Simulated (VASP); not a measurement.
# InAs (F-43m) in VASP: a series of runs

One crystal, InAs, is run at these levels: PBEsol; tasks: single point, relaxation of cell and atoms.

Everything below comes from runs of VASP 6.6.1. Logs are shortened: lines on timing, memory, paths and dates and some standing lists are left out, and cuts for length are marked.

## 1. Starting point

Symmetry: F-43m, No. 216, cubic system. Conventional cell: a = 6.036 Å, b = 6.036 Å, c = 6.036 Å, α = 90.00°, β = 90.00°, γ = 90.00°. In (site symmetry -43m) has 4 As at 2.61 Å as nearest neighbours. Around As (site symmetry -43m) lie 4 In at 2.61 Å.

## 2. Single point, PBEsol (cell and atoms relaxed tightly for response)

INCAR reads:

```
SYSTEM = InAs
PREC     = Accurate       ! precision mode
ENCUT    = 520            ! plane-wave cutoff, eV
EDIFF    = 1E-6           ! SCF threshold, eV
ISMEAR   = -1             ! smearing method
SIGMA    = 0.15           ! smearing width, eV
LREAL    = .FALSE.        ! projectors in reciprocal space
LASPH    = .TRUE.         ! aspherical terms in the spheres
NELM     = 100            ! most SCF steps
ALGO     = Fast           ! electronic algorithm
ISIF     = 2              ! what is computed and relaxed
LWAVE    = .FALSE.        ! write WAVECAR
LCHARG   = .FALSE.        ! write CHGCAR
GGA      = PS             ! functional
NBANDS   = 16             ! bands
```

KPOINTS reads:

```
Automatic mesh
0
G
  12 12 12
  0 0 0
```

POSCAR reads:

```
InAs
1.0
    0.0000000000      3.0438898535      3.0438898535
    3.0438898535      0.0000000000      3.0438898535
    3.0438898535      3.0438898535      0.0000000000
In As
1 1
Direct
    0.0000000000      0.0000000000      0.0000000000
    0.2500000000      0.2500000000      0.2500000000
```

Potentials or basis: VASP PAW PBE potentials, release 64 (In_d, As).

Command:

```sh
$ cat potpaw_PBE.64/In_d/POTCAR potpaw_PBE.64/As/POTCAR > POTCAR
$ mpirun -np 1 vasp_std > vasp.out
```

OUTCAR:

```text
SYSTEM = InAs
   PREC = Accurate
   ENCUT = 520
   EDIFF = 1E-6
   ISMEAR = -1
   LREAL = .FALSE.
   LASPH = .TRUE.
   NELM = 100
   ISIF = 2
   GGA = PS

 ion  position               nearest neighbor table
   1  0.000  0.000  0.000-   2 2.64   2 2.64   2 2.64   2 2.64
   2  0.250  0.250  0.250-   1 2.64   1 2.64   1 2.64   1 2.64

  LATTYP: Found a face centered cubic cell.
 ALAT       =     6.0877797070

  Lattice vectors:

 A1 = (   0.0000000000,   3.0438898535,   3.0438898535)
 A2 = (   3.0438898535,   0.0000000000,   3.0438898535)
 A3 = (   3.0438898535,   3.0438898535,   0.0000000000)

Analysis of symmetry for initial positions (statically):
=====================================================================
 Subroutine PRICEL returns:
 Original cell was already a primitive cell.

 Routine SETGRP: Setting up the symmetry group for a
 face centered cubic supercell.

 Subroutine GETGRP returns: Found 24 space group operations
 (whereof 24 operations were pure point group operations)
 out of a pool of 48 trial point group operations.

The static configuration has the point symmetry T_d .

Analysis of symmetry for dynamics (positions and initial velocities):
=====================================================================
 Subroutine PRICEL returns:
 Original cell was already a primitive cell.

 Routine SETGRP: Setting up the symmetry group for a
 face centered cubic supercell.

 Subroutine GETGRP returns: Found 24 space group operations
 (whereof 24 operations were pure point group operations)
 out of a pool of 48 trial point group operations.

The dynamic configuration has the point symmetry T_d .

 Subroutine INISYM returns: Found 24 space group operations
 (whereof 24 operations are pure point group operations),
 and found     1 'primitive' translations

----------------------------------------------------------------------------------------

                                     Primitive cell

  volume of cell :      56.4049

  direct lattice vectors                    reciprocal lattice vectors
     0.000000000  3.043889854  3.043889854    -0.164263500  0.164263500  0.164263500
     3.043889854  0.000000000  3.043889854     0.164263500 -0.164263500  0.164263500
     3.043889854  3.043889854  0.000000000     0.164263500  0.164263500 -0.164263500

  length of vectors
[... 74 lines left out ...]
   ISTART =      0    job   : 0-new  1-cont  2-samecut
   ICHARG =      2    charge: 1-file 2-atom 10-const
   ISPIN  =      1    spin polarized calculation?
   LNONCOLLINEAR =      F non collinear calculations
   LSORBIT =      F    spin-orbit coupling
   LASPH  =      T    aspherical Exc in radial PAW
   ENCUT  =  520.0 eV  38.22 Ry    6.18 a.u.   8.00  8.00  8.00*2*pi/ulx,y,z
   NELM   =    100;   NELMIN=  2; NELMDL= -5     # of ELM steps
   EDIFF  = 0.1E-05   stopping-criterion for ELM
   LREAL  =      F    real-space projection
   EDIFFG = 0.1E-04   stopping-criterion for IOM
   NSW    =      0    number of steps for IOM
   IBRION =     -1    ionic relax: 0-MD 1-quasi-New 2-CG
   NFREE  =      0    steps in history (QN), initial steepest desc. (CG)
   ISIF   =      2    stress and relaxation
   ISYM   =      2    0-nonsym 1-usesym 2-fastsym
   POTIM  = 0.5000    time-step for ionic-motion
   TEBEG  =    0.0;   TEEND  =   0.0 temperature during run
   PSTRESS=    0.0 pullay stress
   NELECT =      18.0000    total number of electrons
   NUPDOWN=      -1.0000    fix difference up-down
   EMIN   =  10.00;   EMAX   =-10.00  energy-range for DOS
   EFERMI =   0.00;   METHOD = LEGACY
   ISMEAR =    -1;   SIGMA  =   0.15  broadening in eV -4-tet -1-fermi 0-gaus
   EFERMI_NEDOS =   21; number of points for ismear=-14 and -15
   IALGO  =     68    algorithm
   IMIX   =      4    mixing-type and parameters
     AMIX     =   0.40;   BMIX     =  1.00
     AMIX_MAG =   1.60;   BMIX_MAG =  1.00
  volume/ion in A,a.u.               =      28.20       190.32
  Fermi-wavevector in a.u.,A,eV,Ry     =   1.118734  2.114100 17.028578  1.251565
  Thomas-Fermi vector in A             =   2.255367
   LORBIT       =      0    0 simple, 1 ext, 2 COOP (PROOUT), +10 PAW based schemes
   GGA     = PS    functional components
   LHFCALC =     F    Hartree Fock is set to
   AEXX    =    0.0000 exact exchange contribution
   IVDW    =     0    specifies the selected vdW correction
   LEPSILON=     F    determine dielectric tensor
   LRPA    =     F    only Hartree local field effects (RPA)
 non-spin polarized calculation
 RMM-DIIS sequential band-by-band and
  energy-cutoff  :      520.00
  volume of cell :       56.40
 maximum number of plane-waves:      1540
   NGX = 17   NGY = 17   NGZ = 17

 number of electron      17.9999992 magnetization

 Free energy of the ion-electron system (eV)
  ---------------------------------------------------
  ext. energy  EPLUGINS =         0.00000000
  ---------------------------------------------------
  free energy    TOTEN  =        -8.49179003 eV

  energy without entropy =       -8.48816915  energy(sigma->0) =       -8.48997959

 E-fermi :   4.5399     XC(G=0):  -9.1967

 val. band max:        4.1710713813   @ k =   0.0000   0.0000   0.0000
 cond. band min:       4.8849437925   @ k =   0.0833   0.0000   0.0000
 fundamental gap:      0.7138724112
 Fermi energy:         4.5398527575

 k-point     1 :       0.0000    0.0000    0.0000
  band No.  band energies     occupation
      1     -10.1202      2.00000
      2     -10.1202      2.00000
      3     -10.1202      2.00000
      4     -10.0005      2.00000
      5     -10.0005      2.00000
      6      -7.5901      2.00000
[... 433 lines left out ...]
      3     -10.0788      2.00000
      4      -9.9999      2.00000
      5      -9.9946      2.00000
      6      -6.0217      2.00000
[... 8 lines left out ...]
     15      13.7491      0.00000
     16      14.1256      0.00000

 [... further k-points ...]
[... 5 lines left out ...]
  --------------------------------------------------------------------------------------
  -------------------------------------------------------------------------------------
  Total        0.0319579      0.0319579      0.0319579     -0.0000000      0.0000000      0.0000000
  in kB        0.9077606      0.9077606      0.9077606     -0.0000000      0.0000000      0.0000000
  external PRESSURE =       0.9077606 kB  Pullay stress =       0.0000000 kB

 VOLUME and BASIS-vectors are now :
 -----------------------------------------------------------------------------
  energy-cutoff  :      520.00
  volume of cell :       56.40
      direct lattice vectors                 reciprocal lattice vectors
     0.000000000  3.043889854  3.043889854    -0.164263500  0.164263500  0.164263500
     3.043889854  0.000000000  3.043889854     0.164263500 -0.164263500  0.164263500
     3.043889854  3.043889854  0.000000000     0.164263500  0.164263500 -0.164263500

 POSITION                                       TOTAL-FORCE (eV/Angst)
 -----------------------------------------------------------------------------------
      0.00000      0.00000      0.00000         0.000000      0.000000      0.000000
      1.52194      1.52194      1.52194        -0.000000     -0.000000     -0.000000
 -----------------------------------------------------------------------------------
    total drift:                               -0.000000     -0.000000     -0.000000

  FREE ENERGIE OF THE ION-ELECTRON SYSTEM (eV)
  ---------------------------------------------------
  free  energy   TOTEN  =        -8.4917900332 eV

  energy  without entropy=       -8.4881691476  energy(sigma->0) =       -8.48997959
```

stdout:

```text
POSCAR found type information on POSCAR InAs
 POSCAR found :  2 types and       2 ions
 scaLAPACK will be used
 -----------------------------------------------------------------------------
|                                                                             |
|                                                                             |
|     You enforced a specific xc type in the INCAR file but a different       |
|     I HOPE YOU KNOW WHAT YOU ARE DOING!                                     |
|                                                                             |
 -----------------------------------------------------------------------------

 LDA part: xc-table for (Slater+PW92), standard interpolation
 POSCAR, INCAR and KPOINTS ok, starting setup
 FFT: planning ... GRIDC
 FFT: planning ... GRID_SOFT
 FFT: planning ... GRID
 WAVECAR not read
 entering main loop
```

Run time: 22 s. Hardware: 1 thread of Intel Xeon 6975P-C (Granite Rapids), shared host; peak memory 0.22 GiB.

What came out:

| Property | Result |
| --- | --- |
| Free energy | -8.4918 eV |
| Pressure | 0.1 GPa |
| Band gap on the k mesh | none (metal or under the smearing width) |

Caveat: the PAW data sets were made with another functional, which shifts forces and pressure a little.

## 3. Relaxation of cell and atoms, PBEsol (cell and atoms relaxed tightly for response)

INCAR reads:

```
PREC = Accurate ; ENCUT = 600
EDIFF = 1E-6 ; ISMEAR = -1
SIGMA = 0.15 ; LREAL = F
LASPH = T ; NELM = 100
ALGO = Normal ; ISIF = 3
LWAVE = F ; LCHARG = F
GGA = PS ; IBRION = 2
NSW = 80 ; EDIFFG = -0.001
```

KPOINTS reads:

```
regular mesh
0
Gamma
  12 12 12
```

POSCAR is that of step 2.

Potentials or basis: VASP PAW PBE potentials, release 64 (In_d, As).

Command:

```sh
$ cat potpaw_PBE.64/In_d/POTCAR potpaw_PBE.64/As/POTCAR > POTCAR
$ mpirun -np 1 vasp_std > vasp.out
```

It took 41 s on 1 thread of Intel Xeon 6975P-C (Granite Rapids), shared host; peak memory 0.25 GiB.

It converged, with:

* Free energy: -8.4921 eV
* Relaxed volume: 28.26 Å³/atom
* Relaxed cell: a = 4.307 Å, b = 4.307 Å, c = 4.307 Å, α = 60.00°, β = 60.00°, γ = 60.00°
* Space group after relaxing (to 0.05 Å): F-43m (No. 216)
* Energy gained by relaxing: 0.0 meV/atom
* Ionic steps: 3
* Pressure after relaxing: 0.0 GPa
* Band gap on the k mesh: none (metal or under the smearing width)

Final structure:
```
CELL_PARAMETERS angstrom
0.00000 3.04581 3.04581
3.04581 0.00000 3.04581
3.04581 3.04581 0.00000
ATOMIC_POSITIONS crystal
In 0.00000 0.00000 0.00000
As 0.25000 0.25000 0.25000
```

Levels at points of the mesh, in eV from the Fermi level:
| k point | band 6 | band 7 | band 8 | band 9 | band 10 | band 11 | band 12 | band 13 |
| --- | --- | --- | --- | --- | --- | --- | --- | --- |
| (0.00, 0.00, 0.00) | -12.12 | -0.76 | -0.37 | -0.37 | -0.37 | 3.48 | 3.48 | 3.48 |
| (0.50, 0.00, 0.00) | -10.70 | -6.07 | -1.33 | -1.33 | 0.46 | 4.24 | 4.24 | 6.32 |
| (0.50, 0.50, 0.00) | -10.18 | -6.16 | -2.64 | -2.64 | 1.11 | 1.61 | 8.57 | 8.70 |

Caveat: the PAW data sets were made with another functional, which shifts forces and pressure a little.

## 4. Single point, PBEsol

INCAR reads:

```
SYSTEM = InAs
ALGO = Normal
EDIFF = 1E-7
ENCUT = 520
GGA = PS
ISIF = 2
ISMEAR = 0
LASPH = .TRUE.
LCHARG = .TRUE.
LELF = .TRUE.
LREAL = .FALSE.
LVHAR = .TRUE.
LWAVE = .FALSE.
NBANDS = 16
NELM = 80
PREC = Accurate
SIGMA = 0.1
```

KPOINTS reads:

```
k-points
0
G
  12 12 12
  0 0 0
```

POSCAR is that of step 3.

Command:

```sh
$ cat potpaw_PBE.64/In_d/POTCAR potpaw_PBE.64/As/POTCAR > POTCAR
$ mpirun -np 1 vasp_std > vasp.out
```

Run time: 19 s. Hardware: 1 thread of Intel Xeon 6975P-C (Granite Rapids), shared host; peak memory 0.22 GiB.

Results (log left out):

| Item | Value |
| --- | --- |
| Free energy | -8.4907 eV |
| Pressure | 0.1 GPa |
| Band gap on the k mesh | none (metal or under the smearing width) |

Levels at points of the mesh, in eV from the Fermi level:
```tsv
k point	band 7	band 8	band 9	band 10	band 11	band 12
(0.00, 0.00, 0.00)	-0.44	-0.06	-0.06	-0.06	3.79	3.79
(0.50, 0.00, 0.00)	-5.77	-1.03	-1.03	0.77	4.55	4.55
(0.50, 0.50, 0.00)	-5.86	-2.34	-2.34	1.41	1.92	8.89
```

Caveat: the PAW data sets were made with another functional, which shifts forces and pressure a little.

## 5. Relaxation of cell and atoms, PBEsol

INCAR reads:

```
PREC = Accurate
ENCUT = 600
EDIFF = 1E-7
ISMEAR = 0
SIGMA = 0.1
LREAL = F
LASPH = T
NELM = 80
ALGO = Fast
ISIF = 3
LWAVE = F
LCHARG = F
GGA = PS
IBRION = 2
NSW = 100
EDIFFG = -0.005
```

KPOINTS reads:

```
regular mesh
0
Gamma
  12 12 12
```

POSCAR reads:

```
InAs
1.0
    0.0000000000      3.0180000000      3.0180000000
    3.0180000000      0.0000000000      3.0180000000
    3.0180000000      3.0180000000      0.0000000000
In As
1 1
Direct
    0.0000000000      0.0000000000      0.0000000000
    0.2500000000      0.2500000000      0.2500000000
```

Potentials or basis: VASP PAW PBE potentials, release 64 (In_d, As).

Command:

```sh
$ cat potpaw_PBE.64/In_d/POTCAR potpaw_PBE.64/As/POTCAR > POTCAR
$ mpirun -np 1 vasp_std > vasp.out
```

OUTCAR:

```text
PREC = Accurate
   ENCUT = 600
   EDIFF = 1E-7
   ISMEAR = 0
   LREAL = F
   LASPH = T
   NELM = 80
   ISIF = 3
   GGA = PS
   IBRION = 2
   NSW = 100
   EDIFFG = -0.005

 ion  position               nearest neighbor table
   1  0.000  0.000  0.000-   2 2.61   2 2.61   2 2.61   2 2.61
   2  0.250  0.250  0.250-   1 2.61   1 2.61   1 2.61   1 2.61

  LATTYP: Found a face centered cubic cell.
 ALAT       =     6.0360000000

  Lattice vectors:

 A1 = (   0.0000000000,   3.0180000000,   3.0180000000)
 A2 = (   3.0180000000,   0.0000000000,   3.0180000000)
 A3 = (   3.0180000000,   3.0180000000,   0.0000000000)

Analysis of symmetry for initial positions (statically):
=====================================================================
 Subroutine PRICEL returns:
 Original cell was already a primitive cell.
[... 191 lines left out ...]
      7       4.1732      1.99999
      8       4.4286      1.59002
      9       4.4286      1.59002
     10       4.4286      1.59002
     11       8.2865      0.00000
     12       8.2865      0.00000
     13       8.2865      0.00000
[... 439 lines left out ...]
--------------------------------------- Ionic step        3  -------------------------------------------

 number of electron      18.0000003 magnetization

 Free energy of the ion-electron system (eV)
  ---------------------------------------------------
  ext. energy  EPLUGINS =         0.00000000
  ---------------------------------------------------
  free energy    TOTEN  =        -8.49088596 eV

  energy without entropy =       -8.49073284  energy(sigma->0) =       -8.49080940

 E-fermi :   4.2166     XC(G=0):  -9.1903

 val. band max:        4.1559871282   @ k =   0.0000   0.0000   0.0000
 cond. band min:       4.8659712509   @ k =   0.0833   0.0000   0.0000
 fundamental gap:      0.7099841227
 Fermi energy:         4.2165715787

 k-point     1 :       0.0000    0.0000    0.0000
  band No.  band energies     occupation
      1     -10.1319      2.00000
      2     -10.1319      2.00000
      3     -10.1319      2.00000
      4     -10.0127      2.00000
      5     -10.0127      2.00000
      6      -7.5960      2.00000
      7       3.7648      2.00000
      8       4.1560      1.60844
      9       4.1560      1.60844
     10       4.1560      1.60844
     11       8.0035      0.00000
     12       8.0035      0.00000
     13       8.0035      0.00000
[... 397 lines left out ...]
  FREE ENERGIE OF THE ION-ELECTRON SYSTEM (eV)
  ---------------------------------------------------
  free  energy   TOTEN  =        -8.4908859650 eV

  energy  without entropy=       -8.4907328417  energy(sigma->0) =       -8.49080940

 reached required accuracy - stopping structural energy minimisation
```

OSZICAR:

```text
N       E                     dE             d eps       ncg     rms          rms(c)
DAV:   1     0.118944748669E+03    0.11894E+03   -0.91502E+03  1877   0.166E+03
DAV:   2     0.182969642581E+00   -0.11876E+03   -0.11530E+03  1927   0.347E+02
DAV:   3    -0.853856972729E+01   -0.87215E+01   -0.86588E+01  2477   0.948E+01
[... 44 lines left out ...]
RMM:  13    -0.849088536307E+01   -0.14247E-05   -0.31624E-06  1975   0.186E-02    0.774E-03
RMM:  14    -0.849088569450E+01   -0.33143E-06   -0.37380E-07  1624   0.709E-03    0.256E-02
RMM:  15    -0.849088580001E+01   -0.10551E-06   -0.77344E-08  1206   0.321E-03    0.331E-02
RMM:  16    -0.849088590457E+01   -0.10456E-06   -0.44020E-08  1177   0.278E-03    0.394E-02
RMM:  17    -0.849088596497E+01   -0.60403E-07   -0.30302E-08  1120   0.205E-03
   3 F= -.84908860E+01 E0= -.84908094E+01  d E =-.741904E-02
```

It took 87 s on 1 thread of Intel Xeon 6975P-C (Granite Rapids), shared host; peak memory 0.26 GiB.

What came out:

| Property | Result |
| --- | --- |
| Free energy | -8.4909 eV |
| Relaxed volume | 28.24 Å³/atom |
| Relaxed cell | a = 4.307 Å, b = 4.307 Å, c = 4.307 Å, α = 60.00°, β = 60.00°, γ = 60.00° |
| Space group after relaxing (to 0.05 Å) | F-43m (No. 216) |
| Energy gained by relaxing | 3.7 meV/atom |
| Ionic steps | 3 |
| Pressure after relaxing | 0.0 GPa |
| Band gap on the k mesh | none (metal or under the smearing width) |

Step by step:
```csv
step,energy change (eV),largest force (eV/Å),pressure (GPa),volume (Å³)
1,0.0000,0.0000,1.62,54.98
2,-0.0058,0.0000,-0.70,57.21
3,-0.0074,0.0000,0.00,56.49
```

Final structure:
```cif
data_structure
_symmetry_space_group_name_H-M 'P 1'
_symmetry_Int_Tables_number 1
_cell_length_a 4.3068
_cell_length_b 4.3068
_cell_length_c 4.3068
_cell_angle_alpha 60.000
_cell_angle_beta 60.000
_cell_angle_gamma 60.000
_cell_volume 56.49
loop_
_atom_site_label
_atom_site_type_symbol
_atom_site_fract_x
_atom_site_fract_y
_atom_site_fract_z
_atom_site_occupancy
In1 In 0.00000 0.00000 0.00000 1
As1 As 0.25000 0.25000 0.25000 1
```

Levels at points of the mesh, in eV from the Fermi level:
| k point | band 6 | band 7 | band 8 | band 9 | band 10 | band 11 | band 12 | band 13 |
| --- | --- | --- | --- | --- | --- | --- | --- | --- |
| (0.00, 0.00, 0.00) | -11.81 | -0.45 | -0.06 | -0.06 | -0.06 | 3.79 | 3.79 | 3.79 |
| (0.50, 0.00, 0.00) | -10.39 | -5.77 | -1.03 | -1.03 | 0.77 | 4.55 | 4.55 | 6.63 |
| (0.50, 0.50, 0.00) | -9.87 | -5.85 | -2.33 | -2.33 | 1.42 | 1.92 | 8.88 | 9.01 |

Caveat: the PAW data sets were made with another functional, which shifts forces and pressure a little; this crystal is a semiconductor, whose small gap the functional closes, so the metal is an error of the method. Zero-point motion and thermal expansion aren't in these numbers.

## 6. Overview

```csv
task,cell,cutoff (eV),smearing,gap on the mesh (eV),pressure (GPa),relaxed volume (Å³/atom)
single point,cell and atoms relaxed tightly for response,520,fermi-dirac 0.15 eV,none,0.1,-
relaxation of cell and atoms,relaxed from: cell and atoms relaxed tightly for response,600,fermi-dirac 0.15 eV,none,0.0,28.26
single point,"level: DFT PBEsol, scalar-relativistic, plane waves, PAW, at the base's geometry",520,gaussian 0.1 eV,none,0.1,-
relaxation of cell and atoms,relaxed,600,gaussian 0.1 eV,none,0.0,28.24
```

Alike in all rows: level PBEsol; potentials or basis VASP PAW PBE potentials, release 64 (In_d, As); no spin polarisation; k mesh 12 × 12 × 12.

Caveats: the PAW data sets were made with another functional, which shifts forces and pressure a little; this crystal is a semiconductor, whose small gap the functional closes, so the metal is an error of the method (some runs).

Absolute energies hang on the potentials; compare differences alone.
